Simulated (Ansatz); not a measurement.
Ansatz input file:

```yaml
crystal:
  lattice:
    - [1.5555691172, 0.8981082485, 6.1294493991]
    - [-1.5555691172, 0.8981082485, 6.1294493991]
    - [0.0, -1.7962164971, 6.1294493991]
  atoms:
    - { symbol: W, position: [0.0006662331, 0.0006662331, 0.0006662331] }
    - { symbol: S, position: [0.249703746, 0.249703746, 0.249703746] }
    - { symbol: S, position: [0.4183300209, 0.4183300209, 0.4183300209] }
basis:
  ecutwfc: 420
kpoints:
  mp_grid: { grid: [12, 12, 12] }
hamiltonian:
  xc: pbesol
scf:
  occupations: { method: gaussian, width: 0.02 }
output:
  forces: true
  stress: true
  eigenvalues: true
relax:
  adjacent_minimum: "off"
  f_tol: 0.01
  max_steps: 30
  cell: { stress_tol: 0.1, fix: [volume] }
```

Launched with
```bash
ansatz run input.yaml --threads 1 --pin off --max-ram 2560MiB --backend cpu --events-out ev --progress --plain --runs-dir out
```

Theory: DFT PBEsol, scalar-relativistic, plane waves, PAW (Ansatz 0.2.0).

Abridged output (iterations and final results):

```
SCF iter   1: F=—  HF=-12029.044936 eV  |F-HF|=—  |Δ(HF+E_count)|=         —  Δρ=8.66e-3  dr2=5.84e-2  ethr=1.77e-3  ⟨swp⟩=6.0  Hψ=19306  notcnv=0
SCF iter   2: F=—  HF=-12029.060441 eV  |F-HF|=—  |Δ(HF+E_count)|=   1.55e-2  Δρ=9.04e-3  dr2=1.43e-1  ethr=2.24e-4  ⟨swp⟩=3.2  Hψ=7537  notcnv=0  recentre
SCF iter   3: F=—  HF=-12029.037331 eV  |F-HF|=—  |Δ(HF+E_count)|=   2.31e-2  Δρ=3.78e-3  dr2=6.51e-3  ethr=2.24e-4  ⟨swp⟩=3.0  Hψ=5694  notcnv=0
SCF iter   4: F=—  HF=-12029.038223 eV  |F-HF|=—  |Δ(HF+E_count)|=   8.92e-4  Δρ=1.16e-3  dr2=2.15e-4  ethr=2.50e-5  ⟨swp⟩=2.3  Hψ=5677  notcnv=0
SCF iter   5: F=—  HF=-12029.038514 eV  |F-HF|=—  |Δ(HF+E_count)|=   2.91e-4  Δρ=2.30e-4  dr2=1.94e-5  ethr=8.27e-7  ⟨swp⟩=2.0  Hψ=4587  notcnv=0
SCF iter   6: F=—  HF=-12029.038519 eV  |F-HF|=—  |Δ(HF+E_count)|=   4.73e-6  Δρ=1.09e-4  dr2=1.85e-5  ethr=7.47e-8  ⟨swp⟩=2.0  Hψ=4747  notcnv=0
SCF iter   7: F=—  HF=-12029.038516 eV  |F-HF|=—  |Δ(HF+E_count)|=   2.58e-6  Δρ=2.32e-5  dr2=1.11e-7  ethr=7.12e-8  ⟨swp⟩=2.1  Hψ=4240  notcnv=0
SCF iter   8: F=-12029.038517 eV  HF=-12029.038517 eV  |F-HF|=1.62e-9  |Δ(HF+E_count)|=   1.70e-7  Δρ=4.05e-6  dr2=9.20e-9  ethr=3.85e-10  ⟨swp⟩=6.6  Hψ=15895  notcnv=0
SCF 1 converged in 8 iterations: F = -12029.038517 eV  dr2 = 9.20e-9
relax step   1: F+E_penalty+E_count = -12029.03851654 eV  Δ(F+E_penalty+E_count) = +0.000e0 eV  max|allowed force component| = 5.954e-1 eV/Å  Δτ_max = 0.0000 Å  P = +6.376 GPa  Ω = 51.380 Å³  fix = [volume]  reactions: volume +6.376 GPa (8 SCF iters, dr2 threshold 1.00e-7 eV, accepted)
Basis set: ecut = 420 eV, 999 PW (Γ), FFT grids on a1−a3, a2−a3, a3, exchange–correlation on 48×48×90 points (8 copies of the dense FFT grid, shifted against one another)
Initial density: handed on by an earlier stage of this run
Initial wavefunctions: those handed on with the density
SCF iter   1: F=—  HF=-12029.062948 eV  |F-HF|=—  |Δ(HF+E_count)|=         —  Δρ=4.73e-3  dr2=1.81e-2  ethr=6.91e-5  ⟨swp⟩=1.3  Hψ=20378  notcnv=0
SCF iter   2: F=—  HF=-12029.059735 eV  |F-HF|=—  |Δ(HF+E_count)|=   3.21e-3  Δρ=1.96e-3  dr2=1.74e-3  ethr=6.91e-5  ⟨swp⟩=2.7  Hψ=4983  notcnv=0
SCF iter   3: F=—  HF=-12029.059461 eV  |F-HF|=—  |Δ(HF+E_count)|=   2.73e-4  Δρ=5.82e-4  dr2=4.19e-4  ethr=6.70e-6  ⟨swp⟩=2.0  Hψ=4499  notcnv=0
SCF iter   4: F=—  HF=-12029.059393 eV  |F-HF|=—  |Δ(HF+E_count)|=   6.84e-5  Δρ=1.69e-4  dr2=9.64e-6  ethr=1.61e-6  ⟨swp⟩=2.0  Hψ=4457  notcnv=0
SCF iter   5: F=—  HF=-12029.059397 eV  |F-HF|=—  |Δ(HF+E_count)|=   3.86e-6  Δρ=2.12e-5  dr2=1.23e-7  ethr=3.71e-8  ⟨swp⟩=2.7  Hψ=4879  notcnv=0
SCF iter   6: F=-12029.059397 eV  HF=-12029.059397 eV  |F-HF|=3.57e-10  |Δ(HF+E_count)|=   1.15e-8  Δρ=3.06e-6  dr2=2.81e-9  ethr=4.73e-10  ⟨swp⟩=3.2  Hψ=13030  notcnv=0
SCF 2 converged in 6 iterations: F = -12029.059397 eV  dr2 = 2.81e-9
relax step   2: F+E_penalty+E_count = -12029.05939664 eV  Δ(F+E_penalty+E_count) = -2.088e-2 eV  max|allowed force component| = 1.722e-1 eV/Å  Δτ_max = 0.0534 Å  P = +0.585 GPa  Ω = 51.380 Å³  energy of the carried Pulay correction = -4.492e-18 eV  fix = [volume]  reactions: volume +0.585 GPa (6 SCF iters, dr2 threshold 3.00e-7 eV, accepted)
SCF iter   1: F=—  HF=-12029.061393 eV  |F-HF|=—  |Δ(HF+E_count)|=         —  Δρ=9.94e-4  dr2=8.04e-4  ethr=3.09e-6  ⟨swp⟩=2.4  Hψ=19867  notcnv=0
SCF iter   2: F=—  HF=-12029.061250 eV  |F-HF|=—  |Δ(HF+E_count)|=   1.43e-4  Δρ=4.09e-4  dr2=7.67e-5  ethr=3.09e-6  ⟨swp⟩=2.7  Hψ=4743  notcnv=0
SCF iter   3: F=—  HF=-12029.061237 eV  |F-HF|=—  |Δ(HF+E_count)|=   1.28e-5  Δρ=1.22e-4  dr2=1.88e-5  ethr=2.95e-7  ⟨swp⟩=2.0  Hψ=4504  notcnv=0
SCF iter   4: F=—  HF=-12029.061234 eV  |F-HF|=—  |Δ(HF+E_count)|=   3.10e-6  Δρ=3.56e-5  dr2=4.40e-7  ethr=7.23e-8  ⟨swp⟩=2.0  Hψ=4435  notcnv=0
SCF iter   5: F=-12029.061234 eV  HF=-12029.061234 eV  |F-HF|=6.18e-11  |Δ(HF+E_count)|=   4.41e-9  Δρ=4.24e-6  dr2=4.81e-9  ethr=1.69e-9  ⟨swp⟩=2.8  Hψ=4931  notcnv=0
SCF iter   6: F=-12029.061234 eV  HF=-12029.061234 eV  |F-HF|=2.00e-11  |Δ(HF+E_count)|=  7.77e-10  Δρ=4.94e-7  dr2=8.79e-11  ethr=1.85e-11  ⟨swp⟩=2.0  Hψ=10597  notcnv=0
SCF 3 converged in 6 iterations: F = -12029.061234 eV  dr2 = 8.79e-11
relax step   3: F+E_penalty+E_count = -12029.06123408 eV  Δ(F+E_penalty+E_count) = -1.837e-3 eV  max|allowed force component| = 9.317e-3 eV/Å  Δτ_max = 0.0115 Å  P = +1.756 GPa  Ω = 51.380 Å³  energy of the carried Pulay correction = -1.497e-18 eV  fix = [volume]  reactions: volume +1.756 GPa (6 SCF iters, dr2 threshold 3.00e-7 eV, accepted)
Initial wavefunctions: pseudopotential atomic-orbital guess (no wavefunctions were taken with the density)
SCF iter   1: F=—  HF=-12029.061238 eV  |F-HF|=—  |Δ(HF+E_count)|=         —  Δρ=6.34e-5  dr2=7.08e-8  ethr=2.90e-7  ⟨swp⟩=3.0  Hψ=27620  notcnv=0
SCF iter   2: F=—  HF=-12029.061244 eV  |F-HF|=—  |Δ(HF+E_count)|=   5.54e-6  Δρ=3.16e-5  dr2=1.69e-8  ethr=2.72e-10  ⟨swp⟩=3.1  Hψ=6068  notcnv=0
SCF iter   3: F=—  HF=-12029.061245 eV  |F-HF|=—  |Δ(HF+E_count)|=   1.56e-6  Δρ=1.39e-6  dr2=8.51e-10  ethr=6.49e-11  ⟨swp⟩=2.1  Hψ=5520  notcnv=0
SCF iter   4: F=-12029.061245 eV  HF=-12029.061245 eV  |F-HF|=1.60e-10  |Δ(HF+E_count)|=   1.45e-9  Δρ=4.54e-7  dr2=4.10e-11  ethr=3.27e-12  ⟨swp⟩=2.0  Hψ=4536  notcnv=0
SCF iter   5: F=-12029.061245 eV  HF=-12029.061245 eV  |F-HF|=9.09e-12  |Δ(HF+E_count)|=  1.56e-10  Δρ=1.36e-7  dr2=7.35e-12  ethr=1.00e-12  ⟨swp⟩=1.0  Hψ=3215  notcnv=0
SCF iter   6: F=-12029.061245 eV  HF=-12029.061245 eV  |F-HF|=0.00e0  |Δ(HF+E_count)|=  1.46e-11  Δρ=4.13e-8  dr2=3.66e-13  ethr=1.00e-12  ⟨swp⟩=3.1  Hψ=9906  notcnv=0
SCF 4 converged in 6 iterations: F = -12029.061245 eV  dr2 = 3.66e-13
SCF converged after 6 iterations
Free energy (F): -12029.061245 eV
Harris-Foulkes:  -12029.061245 eV  (|F-HF|=0.00e0)
Internal energy: -12029.061245 eV  (E = F + TS)
E sigma→0 (E₀):  -12029.061245 eV
Fermi energy:    12.748874 eV
--- Per-component energies (eV) ---
  E_band       = -174.027117
  E_kinetic    = 667.992799
  E_local      = -1667.877335  (includes V_loc(G=0)·N_el)
  E_nonlocal   = 60.424747
  E_hartree    = 659.320611
  E_xc         = -459.258061
  E_vxc        = -415.732999  (∫ρ·V_xc dr)
  E_paw        = -9604.580246  (= ΣΔE_a)
  E_vpaw       = -137.475486  (= ΣTr[D̂ρ^β])
  E_aug_tail   = -0.000064  (compensation charges beyond the density's cutoff)
  E_ewald      = -1685.429386
  E_core_change = 0.345691  (= ΣΔE_core)
  E_smearing   =  0.000000  (= −TS)
--- Forces (eV/Å), atoms counted from 1 ---
  atom   1  W      0.00000000     0.00000000    -0.00088229
  atom   2  S      0.00000000     0.00000000     0.00933838
  atom   3  S      0.00000000     0.00000000    -0.00845582
--- Stress (GPa, compression-positive) ---
        1.762633       0.000000       0.000000
        0.000000       1.762633       0.000000
        0.000000       0.000000       1.741007
  P = ⅓ Tr σ = 1.7554 GPa (17.554 kbar)
--- Band table (eV; the first three rows and the last of 189) ---
  k-point 0: bands = ["-62.2534", "-26.5809", "-26.3683", "-26.3683", "-3.5551", "-1.4303", "4.3487", "8.7227", "8.7227", "9.9797", "9.9797", "10.8484", "10.8886", "14.4899", "14.4899", "14.8330", "14.8330"]
  k-point 1: bands = ["-62.2520", "-26.5760", "-26.3956", "-26.3746", "-3.4307", "-1.3966", "4.5018", "8.4123", "8.8459", "9.5226", "9.7834", "10.8085", "11.0905", "14.3907", "14.5010", "14.6666", "14.7724"]
  k-point 2: bands = ["-62.2481", "-26.5624", "-26.4695", "-26.3918", "-3.0748", "-1.2998", "4.9186", "7.6927", "8.7054", "9.1858", "9.3311", "10.7157", "10.9811", "13.7640", "14.4981", "14.6837", "15.2013"]
  k-point 188: bands = ["-62.2534", "-26.5810", "-26.3683", "-26.3683", "-3.2567", "-1.9974", "5.6059", "8.1705", "8.7006", "8.7006", "10.0262", "10.0262", "12.3123", "14.5900", "14.5900", "14.6715", "14.6715"]
--- Relaxed structure (3 steps of the walk, 3 accepted, 1 SCFs on fresh bases) ---
  F+E_penalty+E_count = -12029.06124538 eV   max|allowed force component| = 9.338e-3 eV/Å   (the final SCF, on the basis selected at the relaxed cell)
  cell:  # Å, volume = 51.3796 Å³
    - [1.56753741, 0.90501814, 6.03620885]
    - [-1.56753741, 0.90501814, 6.03620885]
    - [0.0, -1.81003629, 6.03620885]
  atoms:
    - { symbol: W, position: [0.00065764, 0.00065764, 0.00065764] }
    - { symbol: S, position: [0.24742556, 0.24742556, 0.24742556] }
    - { symbol: S, position: [0.42061678, 0.42061678, 0.42061678] }
```

The relaxation met its thresholds.

It took 77 s on 1 thread of Arm Neoverse V1, with other jobs on the host, peak memory 0.47 GiB.

Spin–orbit coupling is left out, which can shift energies with elements as heavy as these. The cell holds layers, and where no dispersion correction was added their binding is poorly described.